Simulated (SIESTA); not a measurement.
Crystal: CdGeAs2.

```
Cd As Ge
1.0
    -2.98887    2.98887    5.66430
     2.98887   -2.98887    5.66430
     2.98887    2.98887   -5.66430
Cd As Ge
2 4 2
Cartesian
  0.0000 0.0000 5.6643
  2.9889 0.0000 2.8321
  1.4944 1.3224 -1.4161
  1.6665 -1.4944 7.0804
  1.4944 1.6665 4.2482
  1.3224 4.4833 1.4161
  0.0000 2.9889 2.8321
  0.0000 0.0000 0.0000
```

The cell is a database's computed one.

Base run:

| Quantity | Value |
| --- | --- |
| Program | SIESTA 5.4.2 |
| Functional | PBEsol |
| Potentials or basis | PseudoDojo 0.4 standard (PBEsol files) |
| Basis | DZP (energy shift 0.003 Ry; two zetas on semicore shells) |
| Grid cutoff | 800 Ry |
| Energy shift | 0.003 Ry |
| k mesh | 6 × 6 × 6 |
| Occupations | fermi-dirac, width 0.05 eV |
| Spin | no spin polarisation |

Its results: band gap on the k mesh 0.20 eV, indirect (least direct gap 0.22 eV); pressure -0.1 GPa; largest force 0.419 eV/Å.

Q: The run is repeated on the same cell with these changes: functional from PBEsol to LDA; potentials or basis from PseudoDojo 0.4 standard (PBEsol files) to PseudoDojo 0.4 standard (LDA files). What comes out?

A: Band gap on the k mesh 0.20 eV, indirect (least direct gap 0.22 eV); pressure -2.0 GPa; largest force 0.464 eV/Å.

Caveats: the mesh misses the band edges, which the band path finds closer together; the basis of atomic orbitals isn't converged, which shifts pressures, moduli and gaps.
